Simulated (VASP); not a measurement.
**C (strained diamond): one PBE single-point calculation in two programs**

```yaml
crystal:
  lattice:
    - [0.00000, 1.79793, 1.77638]
    - [1.79793, 0.00000, 1.77638]
    - [1.79793, 1.79793, 0.00000]
  atoms:
    - { symbol: C, position: [0.00000, 0.00000, 0.00000] }
    - { symbol: C, position: [0.25000, 0.25000, 0.25000] }
```

Datasets and cutoffs are each program's own. VASP's cell holds 8 valence electrons and Ansatz's 8. Ansatz's stress includes a Pulay correction; VASP's doesn't.

Cutoffs: 520 eV in VASP, 420 eV in Ansatz. k meshes: 12×12×12 and 12×12×12.

|  | VASP | Ansatz |
| --- | --- | --- |
| gap between bands v and c | 3.79 eV | 3.80 eV |
| least direct gap | 5.34 eV | 5.34 eV |
| pressure | -2.9 GPa | -3.5 GPa |

Band v is the last that the valence electrons fill when counted band by band, and c is the next. Levels in eV from the top of v, Ansatz:

```csv
point,v−1,v,c,c+1
Γ,-0.18,0.00,5.34,5.49
X,-6.29,-6.29,4.72,4.72
K,-9.30,-5.54,5.34,10.31
L,-3.00,-2.79,8.21,8.25
W,-8.33,-8.33,10.36,10.36
```

VASP:

```json
{"point": "Γ", "v−1": "-0.18", "v": "0.00", "c": "5.34", "c+1": "5.49"}
{"point": "X", "v−1": "-6.28", "v": "-6.28", "c": "4.71", "c+1": "4.71"}
{"point": "K", "v−1": "-9.30", "v": "-5.54", "c": "5.34", "c+1": "10.31"}
{"point": "L", "v−1": "-2.99", "v": "-2.78", "c": "8.21", "c+1": "8.24"}
{"point": "W", "v−1": "-8.33", "v": "-8.33", "c": "10.36", "c+1": "10.36"}
```
